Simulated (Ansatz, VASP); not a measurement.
# One calculation of InP, two programs

```
CELL_PARAMETERS angstrom
0.00000 2.93050 2.93050
2.93050 0.00000 2.93050
2.93050 2.93050 0.00000
ATOMIC_POSITIONS crystal
In 0.00000 0.00000 0.00000
P 0.75000 0.75000 0.75000
```

Alike in both runs: functional r2SCAN; k mesh 8 × 8 × 8; occupations fermi-dirac, width 0.05 eV; no spin polarisation.

```csv
,VASP,Ansatz
version,VASP 6.6.1,Ansatz 0.2.0
potentials or method,"VASP PAW PBE potentials, release 64 (In_d, P)",Ansatz PAW
plane-wave cutoff (eV),520,500
valence electrons in the cell,18,18
task,single point,band structure
```

|  | VASP | Ansatz | Ansatz less VASP |
| --- | --- | --- | --- |
| gap on the k mesh at the Fermi level (eV) | 1.17 | 1.16 | -0.005 |
| least direct gap on the mesh (eV) | 1.17 | 1.16 | -0.005 |
| pressure (GPa) | 1.6 | 1.7 | +0.11 |

The functional is the same, so the differences come from potentials, cutoffs and numerics.

Caveats: spin-orbit coupling is left out, which moves the levels of the heavy elements; the PAW data sets were made with another functional, which shifts forces and pressure a little (VASP); the PAW data sets come from PBE, with cores solved anew for the run's functional, which leaves a small shift of forces and pressure (Ansatz). r2SCAN opens gaps a little over a GGA but as a rule still falls short of measured ones.
